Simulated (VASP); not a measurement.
A run of VASP 6.6.1 is set up as follows.

The input INCAR:

```
SYSTEM = Al
PREC = Accurate
ENCUT = 900
EDIFF = 1E-8
ISMEAR = -1
SIGMA = 0.1
LREAL = .False.
LASPH = .True.
NELM = 100
ALGO = Normal
ISIF = 2
LWAVE = .False.
LCHARG = .False.
GGA = PE
NBANDS = 8
ADDGRID = .False.
```

Contents of KPOINTS:

```
regular mesh
0
Gamma
  17 17 17
  0 0 0
```

Contents of POSCAR:

```
Al
1.0
   -0.0142710000      2.0302060000      1.9470980000
    2.0319350000     -0.0386130000      1.9714400000
    2.0296090000      2.0522230000     -0.0362870000
Al
1
Direct
    0.0259050000     -0.0062880000     -0.0081470000
```

Potentials or basis: VASP PAW PBE potentials, release 64 (Al).

Run with:

```console
$ cat potpaw_PBE.64/Al/POTCAR > POTCAR
$ mpirun -np 1 vasp_std > vasp.out
```

Question: Predict the band gap on the k mesh.

Answer: None (metal or under the smearing width).

Question: Estimate the pressure.

Answer: -0.3 GPa.

Stress tensor (GPa, compression positive):
```
-0.86  0.35  0.18
 0.35 -1.38  1.08
 0.18  1.08  1.27
```
